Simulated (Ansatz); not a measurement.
The system is AlRu.

```xyz
2
Lattice="2.9916 0.0000 0.0000 0.0000 2.9916 0.0000 0.0000 0.0000 2.9916" Properties=species:S:1:pos:R:3 pbc="T T T"
Ru    1.4958    1.4958    1.4958
Al    0.0000    0.0000    0.0000
```

* Program: Ansatz 0.2.0
* Task: relaxation of cell and atoms
* Functional: PBEsol0
* Potentials or basis: Ansatz PAW
* Cutoff: 420 eV (not typed: the program's choice for these potentials)
* k mesh: 5 × 5 × 5
* Occupations: fermi-dirac, width 0.05 eV
* Spin: no spin polarisation

At the start: volume 13.39 Å³/atom.

Question: How do energy, volume and symmetry change on relaxing?

Answer: It ends after 5 steps and the volume is 12.96 Å³/atom (-3.2 %); space group Pm-3m (No. 221, to 0.05 Å).

The path:
```tsv
step	energy change (eV)	largest force (eV/Å)	volume (Å³)
1	0.0000	0.0000	26.77
2	-0.0179	0.0000	25.67
3	-0.0196	0.0000	25.94
4	-0.0196	0.0000	25.92
5	-0.0194	0.0000	25.92
```

Final structure:
```xyz
2
Lattice="2.9595 0.0000 0.0000 0.0000 2.9595 0.0000 0.0000 0.0000 2.9595" Properties=species:S:1:pos:R:3 pbc="T T T"
Ru    1.4798    1.4798    1.4798
Al    0.0000    0.0000    0.0000
```

Caveat: the k mesh is coarse (spacing up to 0.42 Å⁻¹), so the values aren't converged, least of all with exact exchange; the plane-wave basis is chosen anew once the cell has moved, so the energies of steps on either side of that aren't comparable; the PAW data sets come from PBE, with cores solved anew for the run's functional, which leaves a small shift of forces and pressure.
